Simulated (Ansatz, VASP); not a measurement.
## One calculation of MgI2, two programs

```xyz
3
Lattice="2.0275 1.1706 7.2554 -2.0275 1.1706 7.2554 0.0000 -2.3411 7.2554" Properties=species:S:1:pos:R:3 pbc="T T T"
Mg    0.0000    0.0000   -0.0002
I     0.0000    0.0000    9.0965
I     0.0000    0.0000    5.4145
```

The cell was built by a generator and needn't be a form met in nature.

Alike in both runs: task single point; functional PBEsol; k mesh 6 × 6 × 6; no spin polarisation.

|  | VASP | Ansatz |
| --- | --- | --- |
| version | VASP 6.6.1 | Ansatz 0.2.0 |
| potentials or method | VASP PAW PBE potentials, release 64 (Mg, I) | plane waves, PAW |
| plane-wave cutoff (eV) | 520 | 420 |
| occupations | gaussian, width 0.01 eV | fixed |
| valence electrons in the cell | 16 | 44 |

VASP gave:

* gap on the k mesh at the Fermi level (eV): 2.65
* pressure (GPa): -0.4
* largest component of the traceless stress (GPa): 0.16
* rms of the force components (eV/Å): 0.031

**Question.** Which values does Ansatz return?

**Answer.** gap on the k mesh at the Fermi level (eV): 2.66; pressure (GPa): -0.3; largest component of the traceless stress (GPa): 0.15; rms of the force components (eV/Å): 0.029.

Atom by atom the forces differ by 0.002 eV/Å (rms over components). The two sets of potentials don't hold the same shells in valence.

Caveats: the PAW data sets were made with another functional, which shifts forces and pressure a little (VASP); spin-orbit coupling is left out, which moves the levels of the heavy elements. A k mesh can miss the band edges.
